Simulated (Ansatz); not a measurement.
# BaTiO3 (P4mm) in Ansatz: notebook, part 2 of 2

Ansatz 0.2.0. Earlier steps stand in the parts before.

### Step 4. Band structure, PBE+U

Input file input.yaml:

```yaml
crystal:
  lattice:
    - [3.9998, 0.0, 0.0]
    - [0.0, 3.9998, 0.0]
    - [0.0, 0.0, 4.018]
  atoms:
    - { symbol: Ba, position: [0.0, 0.0, 0.0] }
    - { symbol: Ti, position: [0.5, 0.5, 0.49] }
    - { symbol: O, position: [0.0, 0.5, 0.517] }
    - { symbol: O, position: [0.5, 0.0, 0.517] }
    - { symbol: O, position: [0.5, 0.5, 0.019] }
hamiltonian:
  xc: pbe
  pseudopotentials: { kind: paw }
  hubbard: { sites: [{ species: Ti, l: d, u_eff: 8.0 }] }
kpoints:
  mp_grid: { grid: [7, 7, 7] }
  band_path:
    path:
      - [[0.0, 0.0, 0.0], [0.0, 0.5, 0.0], [0.5, 0.5, 0.0], [0.0, 0.0, 0.0], [0.0, 0.0, 0.5], [0.0, 0.5, 0.5], [0.5, 0.5, 0.5], [0.0, 0.0, 0.5]]
      - [[0.0, 0.5, 0.0], [0.0, 0.5, 0.5]]
      - [[0.5, 0.5, 0.0], [0.5, 0.5, 0.5]]
    npoints: 14
scf:
  occupations: { method: fermi_dirac, width: 0.05 }
  n_extra_bands: 12
output:
  forces: true
  stress: true
  eigenvalues: true
  fatbands: false
```

Potentials or basis: Ansatz PAW.

Started as:

```sh
$ ansatz run input.yaml --threads 2 --pin off --max-ram 5632MiB --backend cpu --events-out ev --progress --plain --runs-dir out
```

Standard output:

```text
Warning: RAYON_NUM_THREADS=2 ignored (pool sized by the plan → 2); use --threads N
Ba: projections on atomic orbitals take those of the free atom [Kr 4d10] 5s2 5p6 6s2, of charge +0.00 (hamiltonian.pseudopotentials.projection_atoms); the dataset's partial waves leave at most 9.7e-6 of an orbital's norm unspanned inside its sphere
Ti: projections on atomic orbitals take those of the free atom [Ne] 3s2 3p6 3d2 4s2, of charge +0.00 (hamiltonian.pseudopotentials.projection_atoms); the dataset's partial waves leave at most 4.1e-7 of an orbital's norm unspanned inside its sphere
O: projections on atomic orbitals take those of the free atom [He] 2s2 2p4, of charge +0.00 (hamiltonian.pseudopotentials.projection_atoms); the dataset's partial waves leave at most 1.9e-8 of an orbital's norm unspanned inside its sphere
[... 76 lines left out ...]
  k-point 0: bands = ["-48.1833", "-24.3217", "-24.2980", "-24.2980", "-14.1237", "-6.3437", "-5.4766", "-5.4128", "0.6689", "0.6689", "0.6703", "8.0709", "8.0925", "8.0925", "9.4168", "9.4168", "9.4718", "10.3008", "10.3648", "10.3648", "13.6268", "13.7063", "13.7063", "14.0904", "14.1707", "15.7027", "15.7788", "17.8257", "18.9690", "18.9690", "18.9875", "21.6438"]
  k-point 1: bands = ["-48.1831", "-24.3283", "-24.2978", "-24.2978", "-14.1021", "-6.3459", "-5.4944", "-5.4084", "0.7058", "0.7058", "0.7538", "7.7312", "8.0421", "8.0421", "9.2805", "9.2805", "9.3063", "9.8813", "10.2672", "10.2672", "13.6446", "13.9378", "13.9378", "14.1062", "14.6641", "16.0505", "16.1436", "18.3182", "18.9492", "19.2080", "19.2080", "21.6248"]
  k-point 2: bands = ["-48.1824", "-24.3433", "-24.2971", "-24.2971", "-14.0527", "-6.3924", "-5.4853", "-5.3983", "0.7916", "0.7916", "0.9390", "7.0296", "7.8794", "7.8794", "8.9770", "9.0790", "9.0790", "9.1850", "10.0521", "10.0521", "13.6853", "14.1315", "14.4211", "14.4211", "15.5044", "16.8613", "17.0594", "18.8610", "19.5861", "19.7474", "19.7474", "21.5073"]
  k-point 39: bands = ["-48.1814", "-24.3515", "-24.3295", "-24.3294", "-13.8612", "-5.5571", "-5.4530", "-5.4148", "0.1038", "0.1147", "0.2151", "5.8949", "6.8197", "6.8569", "8.3834", "8.5459", "8.5758", "10.4415", "10.4713", "10.5684", "15.1459", "15.1547", "15.1967", "17.1472", "17.4052", "17.5631", "17.7464", "17.9718", "20.4583", "20.4792", "21.2586", "21.5287"]
Occupation matrices written to <dir>
```

occupation_matrices:

```text
# The occupation matrices of the corrected shells as a run of Ansatz 0.0.0 ended. An entry of
# hamiltonian.hubbard.sites starts from them by `starting_ns: <path of this file>`, where that key's refused
# combinations let it.
# Free energy -10152.870982 eV.
# projection_atom_Ba: [Kr 4d10] 5s2 5p6 6s2
# projection_atom_Ti: [Ne] 3s2 3p6 3d2 4s2
# projection_atom_O: [He] 2s2 2p4
format: ansatz-occupation-matrices/1
state: converged
spin: unpolarized
projectors: all-electron-ortho-atomic
projection_frame: null
lattice: # Å
  - [3.9998, 0.0, 0.0]
  - [0.0, 3.9998, 0.0]
  - [0.0, 0.0, 4.018]
atoms: # fractions of the lattice vectors
  - {symbol: Ba, position: [0.0, 0.0, 0.0]}
  - {symbol: Ti, position: [0.5, 0.5, 0.49]}
  - {symbol: O, position: [0.0, 0.5, 0.517]}
  - {symbol: O, position: [0.5, 0.0, 0.517]}
  - {symbol: O, position: [0.5, 0.5, 0.019]}
sites: # a site counts the atoms from 0
  - {site: 1, l: d, shell: 3, starting_ns: [{spin: up, occupation_matrix: site1_d}]} # 1.998 electrons, filled orbitals 0
occupation_matrices: # on the real harmonics m = 0, +1, -1, ... of the Cartesian axes; of spinors up first
  site1_d:
    matrix:
      - [0.2895315228497275, 7.48099499014998e-18, -2.710505431213761e-19, -3.642919299551295e-17, -4.336808689942018e-19]
      - [7.562310153086393e-18, 0.14361191364548007, 2.710505431213761e-20, 1.214306433183765e-17, 5.421010862427522e-20]
      - [-2.710505431213761e-19, 0.0, 0.14361191364548, -4.336808689942018e-19, 8.185726402265558e-18]
      - [-3.642919299551295e-17, 1.1817803680091998e-17, -4.336808689942018e-19, 0.2857662910545114, -2.710505431213761e-20]
      - [-4.336808689942018e-19, 0.0, 8.185726402265558e-18, -2.710505431213761e-20, 0.13629289290443083]
```

Run time: 27 s. Hardware: 2 threads of Arm Neoverse N1, shared host; peak memory 0.54 GiB.

What came out:

| Quantity | Value |
| --- | --- |
| Free energy | -10152.8710 eV |
| Pressure | 5.4 GPa |
| Largest force | 0.402 eV/Å |
| Band gap on the k mesh | 3.06 eV, indirect (least direct gap 3.26 eV) |
| Band gap along the path | 2.96 eV, indirect (least direct gap 3.26 eV) |

Forces in eV/Å, atoms in the order of the input:
```
Ba   0.000  0.000  0.013
Ti   0.000  0.000  0.402
O    0.000  0.000 -0.136
O    0.000  0.000 -0.136
O    0.000  0.000 -0.144
```

Levels at the corners of the path, in eV from the valence-band top:
```tsv
point	band 16	band 17	band 18	band 19	band 20	band 21	band 22	band 23	band 24	band 25
Γ	-1.25	-1.20	-0.37	-0.30	-0.30	2.96	3.04	3.04	3.42	3.50
X	-1.95	-1.54	-1.52	-1.00	-0.96	3.13	3.54	4.14	4.17	5.34
M	-2.37	-2.08	-0.98	-0.98	-0.05	4.15	4.15	4.22	4.37	7.13
Γ	-1.25	-1.20	-0.37	-0.30	-0.30	2.96	3.04	3.04	3.42	3.50
Z	-1.96	-1.67	-1.67	-0.81	-0.81	3.06	3.48	4.17	4.17	5.45
R	-2.32	-2.03	-0.92	-0.90	-0.13	4.17	4.18	4.32	4.34	7.10
A	-2.11	-2.06	-0.09	-0.09	0.00	4.55	4.55	4.59	6.39	6.59
Z	-1.96	-1.67	-1.67	-0.81	-0.81	3.06	3.48	4.17	4.17	5.45
X	-1.95	-1.54	-1.52	-1.00	-0.96	3.13	3.54	4.14	4.17	5.34
R	-2.32	-2.03	-0.92	-0.90	-0.13	4.17	4.18	4.32	4.34	7.10
M	-2.37	-2.08	-0.98	-0.98	-0.05	4.15	4.15	4.22	4.37	7.13
A	-2.11	-2.06	-0.09	-0.09	0.00	4.55	4.55	4.59	6.39	6.59
```

Eigenvalues of the final occupation matrices:
```
  site  spin  trace               eigenvalues
site 1     1   1.00  0.14 0.14 0.14 0.29 0.29
```

Caveat: the k mesh misses the band edges, so the gap on the mesh is wider than the one along the path; the pressure holds a Pulay correction of +0.5 GPa for the finite cutoff; spin-orbit coupling is left out, which moves the levels of the heavy elements.

### Step 5. Single point, PBE, 12.85 Å³/atom

Input file input.yaml:

```yaml
crystal:
  lattice:
    - [3.9998, -0.079996, 0.0]
    - [-0.079996, 3.9998, 0.0]
    - [0.0, 0.0, 4.018]
  atoms:
    - { symbol: Ba, position: [0.0, 0.0, 0.0] }
    - { symbol: Ti, position: [0.5, 0.5, 0.49] }
    - { symbol: O, position: [0.0, 0.5, 0.517] }
    - { symbol: O, position: [0.5, 0.0, 0.517] }
    - { symbol: O, position: [0.5, 0.5, 0.019] }
hamiltonian:
  xc: pbe
  pseudopotentials: { kind: paw }
kpoints:
  mp_grid: { grid: [6, 6, 6] }
scf:
  occupations: { method: fermi_dirac, width: 0.05 }
output:
  forces: true
  stress: true
  eigenvalues: true
  write_density: true
  write_potential: true
  elf: true
  volumetric_format: npy
```

Started as:

```sh
$ ansatz run input.yaml --threads 2 --pin off --max-ram 5632MiB --backend cpu --events-out ev --progress --plain --runs-dir out
```

Run time: 10 s. Hardware: 2 threads of Arm Neoverse N1, shared host; peak memory 0.47 GiB.

It converged, with:

* Free energy: -10159.5380 eV
* Pressure: 2.6 GPa
* Largest force: 0.312 eV/Å
* Band gap on the k mesh: 1.80 eV, indirect (least direct gap 1.93 eV)

Caveat: the pressure holds a Pulay correction of +0.5 GPa for the finite cutoff; spin-orbit coupling is left out, which moves the levels of the heavy elements.

### Step 6. Single point, PBE, 12.86 Å³/atom

Changes to input.yaml since step 5:

```diff
@@ -2,4 +2,4 @@
   lattice:
-    - [3.9998, -0.079996, 0.0]
-    - [-0.079996, 3.9998, 0.0]
+    - [3.9998, -0.039998, 0.0]
+    - [-0.039998, 3.9998, 0.0]
     - [0.0, 0.0, 4.018]
@@ -22,5 +22 @@
   eigenvalues: true
-  write_density: true
-  write_potential: true
-  elf: true
-  volumetric_format: npy
```

Potentials or basis: Ansatz PAW.

Started as:

```sh
$ ansatz run input.yaml --threads 2 --pin off --max-ram 5632MiB --backend cpu --events-out ev --progress --plain --runs-dir out
```

It took 7.4 s on 2 threads of Arm Neoverse N1, shared host; peak memory 0.46 GiB.

The run converged. Its results:

| Quantity | Value |
| --- | --- |
| Free energy | -10159.5676 eV |
| Pressure | 2.5 GPa |
| Largest force | 0.312 eV/Å |
| Band gap on the k mesh | 1.83 eV, indirect (least direct gap 2.02 eV) |

Caveat: the pressure holds a Pulay correction of +0.5 GPa for the finite cutoff; spin-orbit coupling is left out, which moves the levels of the heavy elements.

### Step 7. The runs side by side

```tsv
U	gap on the mesh (eV)	pressure (GPa)	largest force (eV/Å)
Ti d U = 5 eV	2.54	4.1	0.17
Ti d U = 6 eV	2.70	4.5	0.24
Ti d U = 8 eV	3.06	5.4	0.40
```

Alike in all rows: task band structure; level PBE+U; potentials or basis Ansatz PAW; no spin polarisation; cell as given; k mesh 7 × 7 × 7; cutoff (eV) 420; smearing fermi-dirac 0.05 eV.

On the cell as given the gap runs from 2.44 eV (PBE+U) to 2.96 eV (PBE+U).

Caveats: the k mesh misses the band edges, so the gap on the mesh is wider than the one along the path; spin-orbit coupling is left out, which moves the levels of the heavy elements.

Total energies depend on the potentials used, so only differences within one code and one set of settings carry meaning.
